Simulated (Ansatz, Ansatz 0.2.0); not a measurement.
# The Au–Sb bond length in pyrite-type AuSb₂: PBEsol and LDA relaxations against a diffraction structure

## Experimental context

AuSb₂, the mineral aurostibite, has the cubic pyrite structure: gold on a face-centred lattice, each atom surrounded by six equidistant antimony atoms, and the antimony joined in pairs. The reference is the nearest Au–Sb distance, 2.7624 Å, from a diffraction refinement (1967, Crystallography Open Database entry 9016730). The distance was not observed directly. It follows from the refined lattice constant, 6.658 Å, and the one free positional parameter of antimony, so an error in either passes into it. Neither the sample nor the temperature is given with the value; I take it to be a room-temperature structure. The length of the Sb–Sb pair is not compared here.

| compared with | measured | source's wording or label | method |
| --- | --- | --- | --- |
| Au–Sb distance 1 (Å) | 2.7624 | value in the starting structure, on standard axes | diffraction refinement behind the database entry |

Conditions are those given with the value in the passage it was taken from; "not stated" means there, and the paper may say more elsewhere. The values are a selection: others may have been left out beforehand as unlike or outlying.

## Aim and plan

Aim: the Au–Sb distance within 0.5 %, about 0.014 Å. That is narrow enough to expose the usual bond-length error of a poorly suited functional, and wide enough not to be decided by thermal expansion alone, which I put at roughly 0.2 to 0.4 % in length between the static lattice and room temperature.

Model: the 12-atom primitive cell, non-magnetic and metallic, with cell and antimony position both relaxed. Spin-orbit coupling is left out; it matters for the bands, but I expect little from it for a bond length.

I go straight to PBEsol, which generally does well for the lattices of heavy metals and their compounds. LDA costs about the same and usually binds too tightly, by about 1 % in length. Relaxing only the atoms in the measured cell would be cheaper still, but near the pyrite position of antimony the Au–Sb distance depends mostly on $a$ and only weakly on the positional parameter, so the measured cell would supply most of the answer. After the PBEsol result I want its basis and its potentials checked, and one neighbouring functional for scale.

Plain PBE isn't shown in this study.

System: AuSb2 (gold diantimonide), pyrite; Pa-3 (No. 205), 12 atoms in the primitive cell; the database structure is a diffraction structure: a = 6.658 Å; structure from the Crystallography Open Database.

On the selection of runs and values: Further runs on this system are not shown.

## 1. PBEsol, with the cutoff checked at once

I relax the full structure with PBEsol at the default cutoff and again at 590 eV. A variable-cell relaxation is sensitive to the basis through the stress, so I want the two side by side before reading the distance against experiment. I expect a distance close to the measured one, and a change with cutoff far below the target.

**Run 1.** Ansatz 0.2.0: PBEsol, cell and atoms relaxed from the database structure, PAW set soft_2, cutoff 420 eV (default), 6x6x6 k mesh, Gaussian smearing 0.1 eV.

Key lines of the input:
```
crystal:
  # lattice and atoms
kpoints:
  mp_grid: { grid: [6, 6, 6] }
hamiltonian:
  xc: pbesol
scf:
  occupations: { method: gaussian, width: 0.1 }
output:
  forces: true
  stress: true
relax:
  adjacent_minimum: "off"
  f_tol: 0.005
  max_steps: 60
  cell: { stress_tol: 0.03 }
```

Command:
```
ansatz run input.yaml --threads 4 --pin off --max-ram 16384MiB --backend cpu --events-out ev --progress --plain --runs-dir out
```

Selected lines of the output:
```
relax step   5: F+E_penalty+E_count = -103294.16947190 eV  [...]  max|allowed force component| = 3.433e-3 eV/Å  [...]  P = -0.025 GPa  Ω = 297.404 Å³  [...]
    - { symbol: Sb, position: [0.1249151236309392, 0.6249151236309392, 0.8750848763690606] }
    - { symbol: Sb, position: [0.8750848763690606, 0.1249151236309392, 0.6249151236309392] }
    - { symbol: Sb, position: [0.6249151236309392, 0.8750848763690606, 0.1249151236309392] }
    - { symbol: Sb, position: [0.6249151236309392, 0.6249151236309392, 0.6249151236309392] }
```

Converged; 75 s on 4 cores of Arm Neoverse V1, shared host.

**Run 2.** Ansatz 0.2.0: PBEsol, cell and atoms relaxed from the database structure, PAW set soft_2, cutoff 590 eV, 6x6x6 k mesh, Gaussian smearing 0.1 eV.

Key lines of the input, as changed from run 1:
```diff
+ basis:
+   ecutwfc: 590.0
```

Command:
```
ansatz run input.yaml --threads 8 --pin off --max-ram 16384MiB --backend cpu --events-out ev --progress --plain --runs-dir out
```

Selected lines of the output:
```
relax step   5: F+E_penalty+E_count = -103294.18824179 eV  [...]  max|allowed force component| = 3.407e-3 eV/Å  [...]  P = -0.024 GPa  Ω = 297.361 Å³  [...]
    - { symbol: Sb, position: [0.1249180124524312, 0.6249180124524313, 0.8750819875475688] }
    - { symbol: Sb, position: [0.8750819875475688, 0.1249180124524312, 0.6249180124524313] }
    - { symbol: Sb, position: [0.6249180124524313, 0.8750819875475688, 0.1249180124524312] }
    - { symbol: Sb, position: [0.6249180124524313, 0.6249180124524313, 0.6249180124524313] }
```

Converged; 50 s on 8 cores of Arm Neoverse V2, shared host.

| quantity | run 1 | run 2 | measured |
| --- | --- | --- | --- |
| Au–Sb distance 1 (Å) | 2.7675 | 2.7673 | 2.7624 |
| a (Å) | 6.675 | 6.675 |  |

PBEsol gives 2.7675 Å, about 0.005 Å or roughly 0.2 % longer than the refined distance and well inside the target. At 590 eV the distance is 2.7673 Å; a difference of 0.0002 Å is no more than the stress threshold of the two relaxations allows, so I read no cutoff effect from it. The default basis is sufficient here.

The lattice constant comes out 0.017 Å above that of the diffraction cell, about 0.26 %. The bond is stretched slightly less because the antimony parameter also shifts a little, to 0.6249 in the setting of the output, or 0.3751 in the equivalent one. The small excess in bond length thus comes from the larger cell, and the antimony parameter offsets part of it.

## 2. Other potentials, and LDA for scale

The cutoff test says nothing about the PAW set itself, and both runs share it. I therefore repeat the PBEsol relaxation with PseudoDojo norm-conserving potentials, and expect agreement to a few thousandths of an ångström. Beside it I set LDA with the original PAW set, to see how far the choice of functional moves this bond; it should come out shorter than PBEsol.

**Run 3.** Ansatz 0.2.0: PBEsol, PseudoDojo norm-conserving pseudopotentials, cell and atoms relaxed from the database structure, cutoff 1088 eV (default), 6x6x6 k mesh, Gaussian smearing 0.1 eV.

Key lines of the input, as changed from run 1:
```diff
  hamiltonian:
+   pseudopotentials: { kind: nc, accuracy: standard }
```

Selected lines of the output:
```
relax step   5: F+E_penalty+E_count = -35805.46906817 eV  [...]  max|allowed force component| = 3.491e-3 eV/Å  [...]  P = -0.018 GPa  Ω = 297.038 Å³  [...]
    - { symbol: Sb, position: [0.12496317717029501, 0.624963177170295, 0.875036822829705] }
    - { symbol: Sb, position: [0.875036822829705, 0.12496317717029501, 0.624963177170295] }
    - { symbol: Sb, position: [0.624963177170295, 0.875036822829705, 0.12496317717029501] }
    - { symbol: Sb, position: [0.624963177170295, 0.624963177170295, 0.624963177170295] }
```

Converged; 2.1 min of wall time.

**Run 4.** Ansatz 0.2.0: LDA, cell and atoms relaxed from the database structure, PAW set soft_2, cutoff 420 eV (default), 6x6x6 k mesh, Gaussian smearing 0.1 eV.

Key lines of the input, as changed from run 1:
```diff
  hamiltonian:
-   xc: pbesol
+   xc: lda
```

Selected lines of the output:
```
relax step   6: F+E_penalty+E_count = -102147.57686321 eV  [...]  max|allowed force component| = 5.799e-5 eV/Å  [...]  P = +0.002 GPa  Ω = 290.697 Å³  [...]
    - { symbol: Sb, position: [0.12502255802394685, 0.625022558023947, 0.874977441976053] }
    - { symbol: Sb, position: [0.874977441976053, 0.12502255802394685, 0.625022558023947] }
    - { symbol: Sb, position: [0.625022558023947, 0.874977441976053, 0.12502255802394685] }
    - { symbol: Sb, position: [0.625022558023947, 0.625022558023947, 0.625022558023947] }
```

Converged; 85 s on 4 cores of Arm Neoverse V1, shared host.

| quantity | run 3 | run 4 | measured |
| --- | --- | --- | --- |
| Au–Sb distance 1 (Å) | 2.7662 | 2.7463 | 2.7624 |
| a (Å) | 6.672 | 6.624 |  |

With the norm-conserving potentials PBEsol gives 2.7662 Å, 0.0013 Å below the PAW value. That is about a tenth of the target, so the PAW set is not what decides the comparison.

LDA gives 2.7463 Å, shorter than the measured bond by 0.0161 Å or 0.58 %, a narrow miss as the numbers stand. The difference between the two functionals shows up almost entirely in the cell: between LDA and PBEsol the lattice constant changes by 0.051 Å, while the antimony parameter stays at 0.625 to within about 0.0001. The functional moves the bond by 0.0212 Å, far more than the cutoff or the potentials do. I stop here, since the PBEsol distance has held under both checks.

## Overview

| run | settings | Au–Sb distance 1 (Å) | deviation | cost |
| --- | --- | --- | --- | --- |
| 1 | PBEsol, PAW set soft_2, cutoff 420 eV (default) | 2.7675 | +0.0051 (+0.2 %) | 5 core-min |
| 2 | PBEsol, PAW set soft_2, cutoff 590 eV | 2.7673 | +0.0049 (+0.2 %) | 6.7 core-min |
| 3 | PBEsol, PseudoDojo norm-conserving pseudopotentials, cutoff 1088 eV (default) | 2.7662 | +0.0038 (+0.1 %) | 16 core-min |
| 4 | LDA, PAW set soft_2, cutoff 420 eV (default) | 2.7463 | −0.0161 (−0.6 %) | 5.7 core-min |
|  | measured | 2.7624 |  |  |

Further runs on the same system, made beside this series (convergence steps with loose settings among them):

| further | settings | Au–Sb distance 1 (Å) | deviation | cost | status |
| --- | --- | --- | --- | --- | --- |
| F1 | r2SCAN, cell and atoms relaxed from the database structure, PAW set soft_2, cutoff 500 eV (default), 6x6x6 k mesh | 2.7954 | +0.0330 (+1.2 %) | 15 core-min |  |
| F2 | r2SCAN+rVV10, cell and atoms relaxed from the database structure, PAW set soft_2, cutoff 500 eV (default), 6x6x6 k mesh | 2.7801 | +0.0177 (+0.6 %) | 13 core-min |  |
| F3 | PBEsol+D3(BJ), cell and atoms relaxed from the database structure, PAW set soft_2, cutoff 420 eV (default), 6x6x6 k mesh | 2.7311 | −0.0313 (−1.1 %) | 4.3 core-min |  |
| F4 | BLYP, cell and atoms relaxed from the database structure, PAW set soft_2, cutoff 420 eV (default), 6x6x6 k mesh | 2.8990 | +0.1366 (+4.9 %) | 4.4 core-min |  |
| F5 | BLYP+D3(BJ), cell and atoms relaxed from the database structure, PAW set soft_2, cutoff 420 eV (default), 6x6x6 k mesh | 2.7915 | +0.0291 (+1.1 %) | 5.9 core-min |  |
| F6 | r2SCAN, cell and atoms relaxed from the database structure, PAW set soft_2, cutoff 500 eV (default), 4x4x4 k mesh | 2.7978 | +0.0354 (+1.3 %) | 5.9 core-min |  |
| F7 | PBEsol, atoms relaxed in the database cell, PAW set soft_2, cutoff 420 eV (default), 6x6x6 k mesh | 2.7603 | −0.0021 (−0.1 %) | 3.4 core-min | warnings: stress_scf_threshold_loose |
| F8 | PBEsol, cell and atoms relaxed from the database structure, PAW set soft_2, cutoff 420 eV (default), 4x4x4 k mesh | 2.7686 | +0.0062 (+0.2 %) | 2.4 core-min |  |
|  | measured | 2.7624 |  |  |  |

## Assessment

PBEsol meets the target: the relaxed Au–Sb distance is 2.7675 Å against 2.7624 Å from diffraction, 0.2 % too long, for 5 core-minutes.

The higher cutoff left the distance unchanged within the relaxation thresholds, and norm-conserving potentials shortened it by only 0.0013 Å. The coarser 4×4×4 mesh gives 2.7686 Å against 2.7675 Å at 6×6×6; a denser mesh and a different smearing width are not shown in this report. None of these shifts threatens the pass.

Thermal expansion weighs more. The calculation is for a static lattice, and if the diffraction cell belongs to room temperature, the 0.2 to 0.4 % allowed in the plan adds to the PBEsol excess and brings it to roughly 0.4 to 0.6 %, around the limit. The same allowance would bring LDA, a narrow miss at −0.6 % as it stands, inside. I therefore don't rank PBEsol above LDA on this one distance. The static bond probably lies between the two, which would make PBEsol slightly underbinding here.

The other functionals do not improve on this. r2SCAN is 1.2 % too long, and BLYP 4.9 %. Adding D3(BJ) to PBEsol shortens the bond to 2.7311 Å and turns the pass into a miss of −1.1 %; I suspect that it counts attraction which PBEsol already describes. Relaxing only the atoms in the measured cell gives 2.7603 Å, but that closeness is largely inherited from the cell.

The effect of spin-orbit coupling on the bond is not shown in this report, and the temperature of the reference is not stated with its value.

[Logs are printed without paths, hosts, clocks, repeated set-up lines and the standing remarks that a program may print on its own settings, such as how far it seeks lower states.]

[The runs shown are a pick from a larger set of finished runs; failed, doubtful and other runs were left out of it ahead of writing. So were measured values far from every level or from commonly accepted values, and agreement can look better than it is. Lines of input and output are excerpts and may be shortened.]
